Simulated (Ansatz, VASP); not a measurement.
## CdS (Hawleyite): VASP beside Ansatz

One calculation is typed for both programs; each brings its own data sets and cutoff. How far apart do they land? Other levels of theory on this material are compared in a session of their own.

Main program and level: Ansatz 0.2.0; plane waves, with VASP 6.6.1 beside it; single point at LDA.

### 1. Set-up

The structure is cubic, space group F-43m (No. 216). Conventional cell: a = 5.833 Å, b = 5.833 Å, c = 5.833 Å, α = 90.00°, β = 90.00°, γ = 90.00°. Nearest to Cd lie 4 S at 2.53 Å. S has 4 Cd at 2.53 Å nearest. Farther neighbours and most contacts between anions are not listed.

### 2. Ansatz: single point, LDA

Ansatz runs on its default PAW (the set named soft_2) files.

With cell and atoms fixed, the geometry can't cause a difference; cores, projectors, grids and the points listed under the comparison can.

Input file input.yaml:

```yaml
crystal:
  lattice:
    - [0.0, 2.9165, 2.9165]
    - [2.9165, 0.0, 2.9165]
    - [2.9165, 2.9165, 0.0]
  atoms:
    - { symbol: Cd, position: [0.0, 0.0, 0.0] }
    - { symbol: S, position: [0.75, 0.75, 0.75] }
hamiltonian:
  xc: lda
  pseudopotentials: { kind: paw }
kpoints:
  mp_grid: { grid: [10, 10, 10] }
scf:
  occupations: { method: gaussian, width: 0.05 }
  n_extra_bands: 4
output:
  forces: true
  stress: true
  eigenvalues: true
```

The run is started by

```sh
$ ansatz run input.yaml --threads 2 --pin off --max-ram 4608MiB --backend cpu --events-out ev --progress --plain --runs-dir out
```

Numbers of over 12 decimals in the logs are rounded to 6 here.

Log:

```text
scf.n_extra_bands = 4 over 13 filled bands (N_el = 26.0): the run solves 17 bands
Engine: ansatz 0.2.0, aarch64-unknown-linux-gnu
Pseudopotentials: kind: paw
Pseudopotential: Cd, paw, valence charge 20, recommended cutoff 420 eV (normal), Cd.paw.azcp
Pseudopotential: S, paw, valence charge 6, recommended cutoff 420 eV (normal), S.paw.azcp
Functional definition: SPW92
  exchange = slater_x
  correlation = pw_c
Crystal: 2 atoms, lattice volume = 49.615 Å³
Basis set: ecut = 420 eV, 941 PW (Γ)
Bands: 17, of which v1, the nominal top of the filled ones, is band 13 counted from 1 (12 counted from 0)
Symmetry: 24 space group operations
Space group: F-43m (ITA 216), of the structure as read, at distance tolerance 3.7e-5 Å
k-points: 47 of 1000 (time reversal used)
Non-local potential: Cd, projectors of the file, l = 0: 3, l = 1: 2, l = 2: 2, l = 3: 1
Non-local potential: S, projectors of the file, l = 0: 2, l = 1: 2, l = 2: 2
PAW form: soft (Blöchl's): semilocal exchange-correlation on the pseudo side does not see the compensation charge
PAW frozen core: Cd, regenerated for the run's functional, and the local potential with it (the file was generated under x = pbe(κ = 0.804, μ = 0.219515), c = pbe(β = 0.066725))
PAW frozen core: S, regenerated for the run's functional, and the local potential with it (the file was generated under x = pbe(κ = 0.804, μ = 0.219515), c = pbe(β = 0.066725))
PAW one-centre angular grid: Cd, 590 points (default); XC on 64 Gauss nodes
PAW one-centre angular grid: S, 110 points (default); XC on 64 Gauss nodes
Initial density: superposition of atomic densities (neutral atoms: chi_scale 0, normalization atom), corrected by the library's trained network
Initial wavefunctions: pseudopotential atomic-orbital guess
Functional: x = slater, c = lda
SCF iter   1: F=—  HF=-8988.641194 eV  |F-HF|=—  |Δ(HF+E_count)|=         —  Δρ=8.42e-3  dr2=3.51e-2  ethr=1.77e-3  ⟨swp⟩=5.5  Hψ=3940  notcnv=0
preconditioner: auto → none  [insulator: Δε(μ)=0.763 eV  Ē_g=12.134 eV  σ=0.050 eV  W_gap=1.00  n_scr=14 (ndim 8)  ℏωp=22.4 eV  f_vac=0.128  D(μ)=0.00/eV (n_scr^D=0)  ε∞_Penn≈4.4]
SCF iter   2: F=—  HF=-8988.630359 eV  |F-HF|=—  |Δ(HF+E_count)|=   1.08e-2  Δρ=2.58e-3  dr2=1.44e-3  ethr=1.35e-4  ⟨swp⟩=2.1  Hψ=1740  notcnv=0
SCF iter   3: F=—  HF=-8988.629896 eV  |F-HF|=—  |Δ(HF+E_count)|=   4.63e-4  Δρ=1.13e-3  dr2=2.98e-4  ethr=5.54e-6  ⟨swp⟩=2.0  Hψ=1222  notcnv=0
SCF iter   4: F=—  HF=-8988.629807 eV  |F-HF|=—  |Δ(HF+E_count)|=   8.83e-5  Δρ=5.16e-5  dr2=7.43e-7  ethr=1.15e-6  ⟨swp⟩=1.0  Hψ=799  notcnv=0
SCF iter   5: F=—  HF=-8988.629815 eV  |F-HF|=—  |Δ(HF+E_count)|=   7.76e-6  Δρ=9.36e-6  dr2=5.08e-8  ethr=2.86e-9  ⟨swp⟩=2.0  Hψ=1364  notcnv=0
SCF iter   6: F=-8988.629815 eV  HF=-8988.629815 eV  |F-HF|=1.76e-8  |Δ(HF+E_count)|=   6.95e-9  Δρ=7.39e-6  dr2=1.67e-8  ethr=1.95e-10  ⟨swp⟩=2.0  Hψ=2832  notcnv=0
SCF 1 converged in 6 iterations: F = -8988.629815 eV  dr2 = 1.67e-8
  greatest PAW one-centre occupation: 1.000 electrons in one spin orbital (limit 2), on the Cd atom at site 0 (counted from 0), in its partial waves of l = 0
SCF converged after 6 iterations
Free energy (F): -8988.629815 eV
Harris-Foulkes:  -8988.629815 eV  (|F-HF|=1.76e-8)
Internal energy: -8988.629815 eV  (E = F + TS)
E sigma→0 (E₀):  -8988.629815 eV
Fermi energy:    7.061377 eV
--- Per-component energies (eV) ---
  E_band       = -513.732400
  E_kinetic    = 611.769539
  E_local      = -4017.850071  (includes V_loc(G=0)·N_el)
  E_nonlocal   = 70.445556
  E_hartree    = 1838.753161
  E_xc         = -271.360209
  E_vxc        = -308.598039  (∫ρ·V_xc dr)
  E_paw        = -4516.326272  (= ΣΔE_a)
  E_vpaw       = -547.014880  (= ΣTr[D̂ρ^β])
  E_aug_tail   = 0.000013  (compensation charges beyond the density's cutoff)
  E_ewald      = -2704.981299
  E_core_change = 0.919766  (= ΣΔE_core)
  E_smearing   = -0.000000  (= −TS)
  E_closure    = -0.000000  (closes the sum)
  Σ components = -8988.629815   (vs F -8988.629815, Δ=0.00e0)
--- Forces (eV/Å), atoms counted from 1 ---
  atom   1  Cd    -0.00000000     0.00000000    -0.00000000
  atom   2  S      0.00000000     0.00000000    -0.00000000
  max |Σ_I F_I| component: 6.48e-17 eV/Å
--- Stress (GPa, compression-positive) ---
       -2.457856       0.000000      -0.000000
        0.000000      -2.457856       0.000000
       -0.000000       0.000000      -2.457856
  P = ⅓ Tr σ = -2.4579 GPa (-24.579 kbar)
--- Band table (eV; the first three rows and the last of 47) ---
  k-point 0: bands = [... 9 lower, -0.6455, 6.6277, 6.6277, 6.6277, 7.4919, 12.9654, 12.9654, 12.9654]
  k-point 1: bands = [... 9 lower, -0.6465, 5.8205, 6.5454, 6.5454, 8.1753, 12.7613, 13.0997, 13.0997]
  k-point 2: bands = [... 9 lower, -0.6454, 4.6438, 6.3411, 6.3411, 8.9296, 12.5858, 13.3751, 13.3751]
  k-point 46: bands = [... 9 lower, -0.0234, 2.6134, 4.3327, 4.4166, 11.5271, 11.7493, 14.0410, 14.5523]
```

Wall time 1.8 s (2 threads of Arm Neoverse V2, shared host); peak memory 0.32 GiB.

The run ends at a pressure of -2.46 GPa.

### 3. VASP: single point, LDA

The same cell, functional (in two slightly different forms), mesh and smearing now go to VASP, with its own data sets and cutoff.

Lines of VASP's logs that name or quote its potential files are left out, and so is its time.

Input file INCAR:

```
SYSTEM = CdS
PREC = Accurate
ENCUT = 400
EDIFF = 1E-07
NELM = 100
ISMEAR = 0
SIGMA = 0.05
LREAL = .FALSE.
ALGO = Normal
GGA = CA
NBANDS = 32
LWAVE = .FALSE.
LCHARG = .FALSE.
KPAR = 4
LOPTICS = .TRUE.
NEDOS = 2000
CSHIFT = 0.1
```

Input file POSCAR:

```
CdS
1.0
    0.0000000000      2.9165000000      2.9165000000
    2.9165000000      0.0000000000      2.9165000000
    2.9165000000      2.9165000000      0.0000000000
Cd S
1 1
Direct
    0.0000000000      0.0000000000      0.0000000000
    0.7500000000      0.7500000000      0.7500000000
```

Input file KPOINTS:

```
Automatic mesh
0
Gamma
10 10 10
0 0 0
```

The projector-augmented-wave data sets are Cd and S (PBE family, release 64).

The run is started by

```sh
$ mpirun -np 4 vasp_std
```

Log:

```text
[banner, memory and clock lines left out]
running    4 mpi-ranks, on    1 nodes
 distrk:  each k-point on    1 cores,    4 groups
 distr:  one band on    1 cores,    1 groups

 POSCAR found type information on POSCAR CdS
 POSCAR found :  2 types and       2 ions
|                                                                             |
|               ----> ADVICE to this user running VASP <----                  |
|                                                                             |
|     You enforced a specific xc type in the INCAR file but a different       |
|     [... a line on the potential file left out ...]
|     I HOPE YOU KNOW WHAT YOU ARE DOING!                                     |
|                                                                             |

 LDA part: xc-table for (Slater(with rela. corr.)+CA(PZ))
 , standard interpolation
 POSCAR, INCAR and KPOINTS ok, starting setup
 FFT: planning ... GRIDC
 FFT: planning ... GRID_SOFT
 FFT: planning ... GRID
 WAVECAR not read
 entering main loop
       N       E                     dE             d eps       ncg     rms          rms(c)
DAV:   1     0.116387322260E+03    0.11639E+03   -0.67407E+03  3168   0.417E+02
DAV:   2    -0.269641733322E+01   -0.11908E+03   -0.10527E+03  3584   0.145E+02
DAV:   3    -0.796327111544E+01   -0.52669E+01   -0.52284E+01  3728   0.332E+01
DAV:   4    -0.798346874138E+01   -0.20198E-01   -0.20196E-01  3360   0.213E+00
DAV:   5    -0.798357040713E+01   -0.10167E-03   -0.10167E-03  3728   0.136E-01    0.724E+00
DAV:   6    -0.747145202849E+01    0.51212E+00   -0.29400E-01  3824   0.687E+00    0.584E+00
DAV:   7    -0.744892762855E+01    0.22524E-01   -0.73603E-02  3600   0.112E+00    0.300E+00
DAV:   8    -0.744367538766E+01    0.52522E-02   -0.10127E-02  3456   0.675E-01    0.172E-01
DAV:   9    -0.744348523227E+01    0.19016E-03   -0.50443E-04  3736   0.228E-01    0.626E-02
DAV:  10    -0.744348427402E+01    0.95825E-06   -0.55934E-05  3496   0.431E-02    0.469E-02
DAV:  11    -0.744348933955E+01   -0.50655E-05   -0.11606E-05  3560   0.154E-02    0.105E-02
DAV:  12    -0.744348922189E+01    0.11765E-06   -0.29276E-07  3520   0.458E-03    0.523E-03
DAV:  13    -0.744348927478E+01   -0.52890E-07   -0.88466E-08  3528   0.119E-03
   1 F= -.74434893E+01 E0= -.74434893E+01  d E =-.179528E-11
 optical routines
 imaginary and real dielectric function
 recalculating local potential from charge density
 direction            1
 direction            2
 direction            3
```

OUTCAR, selected parts (step 3):

```text
ion  position               nearest neighbor table
   1  0.000  0.000  0.000-   2 2.53   2 2.53   2 2.53   2 2.53
   2  0.750  0.750  0.750-   1 2.53   1 2.53   1 2.53   1 2.53

  LATTYP: Found a face centered cubic cell.
 ALAT       =     5.8330000000

 Subroutine GETGRP returns: Found 24 space group operations
 (whereof 24 operations were pure point group operations)

The static configuration has the point symmetry T_d .

 Found     47 irreducible k-points:

   k-points           NKPTS =     47   k-points in BZ     NKDIM =     47   number of bands    NBANDS=     32

   dimension x,y,z NGX =    28 NGY =   28 NGZ =   28
   dimension x,y,z NGXF=    56 NGYF=   56 NGZF=   56

   ENCUT  =  400.0 eV  29.40 Ry    5.42 a.u.   6.73  6.73  6.73*2*pi/ulx,y,z

   NELECT =      18.0000    total number of electrons

 k-points in reciprocal lattice and weights: Automatic mesh
   0.00000000  0.00000000  0.00000000       0.001
   0.10000000  0.00000000  0.00000000       0.008
   0.20000000  0.00000000  0.00000000       0.008
   0.30000000  0.00000000  0.00000000       0.008
   0.40000000  0.00000000  0.00000000       0.008
   0.50000000  0.00000000  0.00000000       0.004
   0.10000000  0.10000000  0.00000000       0.006
   0.20000000  0.10000000  0.00000000       0.024
   0.30000000  0.10000000  0.00000000       0.024
[...]
-0.30000000  0.40000000  0.20000000       0.024
  -0.30000000  0.50000000  0.20000000       0.012

 average (electrostatic) potential at core
       1 -39.2587       2 -89.3226

 E-fermi :   1.2669

 k-point     1 :       0.0000    0.0000    0.0000
  band No.  band energies     occupation
    ...
      5      -6.2134      2.00000
      6      -6.2134      2.00000
      7       1.0567      2.00000
      8       1.0567      2.00000
      9       1.0567      2.00000
     10       1.9416      0.00000
     11       7.4261      0.00000
     12       7.4261      0.00000
     13       7.4261      0.00000
     14      12.1234      0.00000
    ...

 k-point     2 :       0.1000    0.0000    0.0000
  band No.  band energies     occupation
    ...
      5      -6.2149      2.00000
      6      -6.2149      2.00000
      7       0.2503      2.00000
      8       0.9738      2.00000
      9       0.9738      2.00000
     10       2.6229      0.00000
     11       7.2230      0.00000
     12       7.5620      0.00000
     13       7.5620      0.00000
     14      12.0255      0.00000
    ...

 k-point     3 :       0.2000    0.0000    0.0000
  band No.  band energies     occupation
    ...
      5      -6.2139      2.00000
      6      -6.2139      2.00000
      7      -0.9305      2.00000
      8       0.7681      2.00000
      9       0.7681      2.00000
     10       3.3772      0.00000
     11       7.0513      0.00000
     12       7.8392      0.00000
     13       7.8392      0.00000
     14      11.5860      0.00000
    ...

  Total       -0.6810980     -0.6810980     -0.6810980      0.0000000      0.0000000      0.0000000
  in kB      -21.9940023    -21.9940023    -21.9940023      0.0000000      0.0000000      0.0000000
  external PRESSURE =     -21.9940023 kB  Pullay stress =       0.0000000 kB

  energy-cutoff  :      400.00
  volume of cell :       49.62
      direct lattice vectors                 reciprocal lattice vectors
     0.000000000  2.916500000  2.916500000    -0.171438368  0.171438368  0.171438368
     2.916500000  0.000000000  2.916500000     0.171438368 -0.171438368  0.171438368
     2.916500000  2.916500000  0.000000000     0.171438368  0.171438368 -0.171438368

 POSITION                                       TOTAL-FORCE (eV/Angst)
 -----------------------------------------------------------------------------------
      0.00000      0.00000      0.00000        -0.000000      0.000000     -0.000000
      4.37475      4.37475      4.37475         0.000000     -0.000000      0.000000
 -----------------------------------------------------------------------------------
    total drift:                               -0.000000     -0.000000      0.000000

  FREE ENERGIE OF THE ION-ELECTRON SYSTEM (eV)
  ---------------------------------------------------
  free  energy   TOTEN  =        -7.4434892748 eV

  energy  without entropy=       -7.4434892748  energy(sigma->0) =       -7.44348927

 plasma frequency squared (from intraband transitions) (eV^2)
  --------------------------------------------------------------------------------------
       0.000       0.000      -0.000
       0.000       0.000       0.000
      -0.000       0.000       0.000

[... 3 further parts left out ...]
```

### 4. Side by side

Known differences besides the potentials themselves: the two LDA forms differ slightly; the data sets hold 26 valence electrons in Ansatz (default PAW (the set named soft_2) files) and 18 in VASP; the cutoff is 420 eV in Ansatz and 400 eV in VASP; Ansatz makes its cores anew for this functional, VASP keeps those of its PBE data sets; VASP's log shows a relativistic correction to its local exchange, Ansatz's none. Total energies have different zeros and are not compared.

Both answers:

```csv
quantity,Ansatz,VASP,difference
pressure (GPa),-2.46,-2.20,-0.26
gap on the k mesh (eV),0.864,0.885,-0.021
```

A gap on the mesh is an upper bound, since the band edges may lie between its points.

### 5. Results

```yaml
difference_in_gap_on_the_k_mesh_single_point_lda: -0.021 eV
```

The difference in gap on the k mesh is -0.021 eV (single point, LDA), within the 0.08 eV picked in this series as the mark of a large difference. 4 further runs of this series are not shown here. Such differences can come from data sets, numerical settings and the points named under the comparisons, not from the functional's error against experiment.

[Lines on the potential files, build, host, timing and source positions are cut from VASP's logs without a mark.]

[Logs are printed without paths, hosts, clocks, repeated set-up lines and the standing remarks that a program may print on its own settings, such as how far it seeks lower states.]

[Hosts, paths, dates, database ids (printed as entryN), source tags and the programs' standing remarks are cut or masked in the printed files.]
